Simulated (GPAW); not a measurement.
The system is Si2Ni.

```
Ni Si
1.0
     0.00000    2.70300    2.70300
     2.70300    0.00000    2.70300
     2.70300    2.70300    0.00000
Ni Si
1 2
Direct
  0.00000 0.00000 0.00000
  0.75000 0.75000 0.75000
  0.25000 0.25000 0.25000
```

Base run:

| Quantity | Value |
| --- | --- |
| Program | GPAW 26.7.0 |
| Functional | PBEsol |
| Potentials or basis | PAW data sets generated in the run's folder for this functional |
| Cutoff | 600 eV |
| Basis | pw |
| k mesh | 9 × 9 × 9 |
| Occupations | fermi-dirac, width 0.05 eV |
| Spin | collinear spin, ferromagnetic start |
| Starting moments | [1.0, 0.0, 0.0] μB |
| Hubbard terms | Ni d U = 6 eV |

Its results: pressure -2.2 GPa; net moment 0.00 μB per cell.

**Question.** The run is repeated on the same cell with these changes: hubbard terms from Ni d U = 6 eV to Ni d U = 2 eV. What comes out?

**Answer.** Pressure -0.4 GPa; net moment 0.00 μB per cell.

Caveats: the stock nickel data set gives pressures a few GPa off other programs; the U is typed as a test and isn't derived for this compound.
